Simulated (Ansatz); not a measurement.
# PbO2 (PbO2): how the settings move a calculation

Aim: see which settings change the result for PbO2 (PbO2), by how much, and at what cost.

Method: reference: DFT, PBE, plane-wave PAW, default files, scalar-relativistic, in Ansatz 0.2.0.

1 further run of the same task is left out (it didn't finish).

## (1) Starting point

Symmetry: Fm-3m, No. 225, cubic system. Conventional cell: a = 5.140 Å, b = 5.140 Å, c = 5.140 Å, α = 90.00°, β = 90.00°, γ = 90.00°. Around Pb (site symmetry m-3m) lie 8 O at 2.23 Å. Around O (site symmetry -43m) lie 4 Pb at 2.23 Å.

Structure file:

```
CELL_PARAMETERS angstrom
0.00000 2.57000 2.57000
2.57000 0.00000 2.57000
2.57000 2.57000 0.00000
ATOMIC_POSITIONS crystal
Pb 0.00000 0.00000 0.00000
O 0.25000 0.25000 0.25000
O 0.75000 0.75000 0.75000
```

## (2) Reference

input.yaml

```yaml
crystal:
  lattice:
    - [0.0, 2.57, 2.57]
    - [2.57, 0.0, 2.57]
    - [2.57, 2.57, 0.0]
  atoms:
    - { symbol: Pb, position: [0.0, 0.0, 0.0] }
    - { symbol: O, position: [0.25, 0.25, 0.25] }
    - { symbol: O, position: [0.75, 0.75, 0.75] }
kpoints:
  mp_grid: { grid: [6, 6, 6] }
scf:
  occupations: { method: fermi_dirac, width: 0.02 }
hamiltonian:
  xc: pbe
  pseudopotentials: { kind: paw }
output:
  forces: true
  stress: true
  populations: true
  efg: { quadrupole_moments_barn: { O: -0.02558 }, contact_densities: true }
relax:
  f_tol: 0.02
  max_steps: 60
```

Command:

```
$ ansatz run input.yaml --threads 1 --pin off --max-ram 2560MiB --backend cpu --events-out ev --progress --plain --runs-dir out
```

## (3) Changing settings: mp_grid.grid [7, 7, 7]

input.yaml, as its differences from that of step 2:

```diff
@@ -10,5 +10,5 @@
 kpoints:
-  mp_grid: { grid: [6, 6, 6] }
+  mp_grid: { grid: [7, 7, 7] }
 scf:
-  occupations: { method: fermi_dirac, width: 0.02 }
+  occupations: { method: fermi_dirac, width: 0.05 }
 hamiltonian:
@@ -21,4 +21 @@
   efg: { quadrupole_moments_barn: { O: -0.02558 }, contact_densities: true }
-relax:
-  f_tol: 0.02
-  max_steps: 60
```

**Question.** What will these runs give? Wanted: for each run, ending; energy change; pressure; gap; force.

As calculated:

```csv
run,ending,energy change,pressure (GPa),gap (eV),force (eV/Å),cycles,time
reference,converged,0,29.4,0.00,0.00,6,2.9 s
"1: mp_grid.grid [7, 7, 7]",converged,+0.6 meV/atom,29.4,0.00,0.00,6,2.9 s
```

**Reading.** Changing the k-point mesh moves the energy by +0.6 meV/atom. Sampling errors of the energy have no fixed sign. Semilocal functionals close small gaps, so the missing gap need not be the real solid's. The structure is not at rest: the sound run finds 29 GPa, so these are no properties of the relaxed crystal. Symmetry fixes the atoms and the cell is held, so no setting can move this relaxation. 
